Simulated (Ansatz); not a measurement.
# ZrSe2: the cost of one run

Method: DFT PBE+D3(BJ), scalar-relativistic, plane waves, PAW, in Ansatz 0.2.0.

The COD entry's cell or inner coordinates are ideal or old and differ from later refinements, so a difference from it is no clean test against experiment.

3 further runs of the same task are left out: 1 that didn't finish, 2 set aside as unsound or not needed.

**1. The starting structure**

Symmetry: P-3m1, No. 164, trigonal system. Conventional cell: a = 3.736 Å, b = 3.736 Å, c = 6.036 Å, α = 90.00°, β = 90.00°, γ = 120.00°. Around Zr (site symmetry -3m) lie 6 Se at 2.68 Å. Around Se (site symmetry 3m) lie 3 Zr at 2.68 Å.

Coordinates:

```cif
data_structure
_symmetry_space_group_name_H-M 'P-3m1'
_symmetry_Int_Tables_number 164
_cell_length_a 3.7361
_cell_length_b 3.7361
_cell_length_c 6.0364
_cell_angle_alpha 90.000
_cell_angle_beta 90.000
_cell_angle_gamma 120.000
_cell_volume 72.97
loop_
_atom_site_label
_atom_site_type_symbol
_atom_site_symmetry_multiplicity
_atom_site_Wyckoff_symbol
_atom_site_fract_x
_atom_site_fract_y
_atom_site_fract_z
_atom_site_occupancy
Zr1 Zr 1 a 0.00000 0.00000 0.00000 1
Se1 Se 2 d 0.33333 0.66667 0.26475 1
```

It is the result of an earlier relaxation at this level (volume 24.32 Å³/atom; gap on the mesh: none (metal)).

**2. Bands, states and charges**

Input file input.yaml:

```yaml
crystal:
  lattice:
    - [3.736135343, 0.0, 0.0]
    - [-1.8680676715, 3.235588119, 0.0]
    - [0.0, 0.0, 6.0364082708]
  atoms:
    - { symbol: Zr, position: [0.0, 0.0, 0.0] }
    - { symbol: Se, position: [0.3333333333, 0.6666666667, 0.2647471438] }
    - { symbol: Se, position: [0.6666666667, 0.3333333333, 0.7352528562] }
basis:
  ecutwfc: 420
kpoints:
  mp_grid: { grid: [15, 15, 8] }
  band_path:
    path:
      - [[0.0, 0.0, 0.0], [0.5, 0.0, 0.0], [0.33333333, 0.33333333, 0.0], [0.0, 0.0, 0.0], [0.0, 0.0, 0.5], [0.5, 0.0, 0.5], [0.33333333, 0.33333333, 0.5], [0.0, 0.0, 0.5]]
      - [[0.5, 0.0, 0.5], [0.5, 0.0, 0.0]]
      - [[0.33333333, 0.33333333, 0.5], [0.33333333, 0.33333333, 0.0]]
    npoints: 14
hamiltonian:
  xc: pbe
  dispersion: d3bj
scf:
  occupations: { method: gaussian, width: 0.1 }
  n_extra_bands: 7
output:
  forces: true
  stress: true
  eigenvalues: true
  populations: true
  dos: { projected: true, de: 0.02, nscf_kmesh: { grid: [23, 23, 12] } }
  bader: true
  write_density: true
  write_potential: true
  elf: true
  volumetric_format: npy
```

On the command line:

```sh
$ ansatz run input.yaml --threads 1 --pin off --max-ram 2560MiB --backend cpu --events-out ev --progress --plain --runs-dir out
```

**Question.** How long does this run take on 1 thread of AMD EPYC 9R45 (Zen 5), shared host, and how much memory does it need?

About 46 s, with a peak of 0.98 GiB.
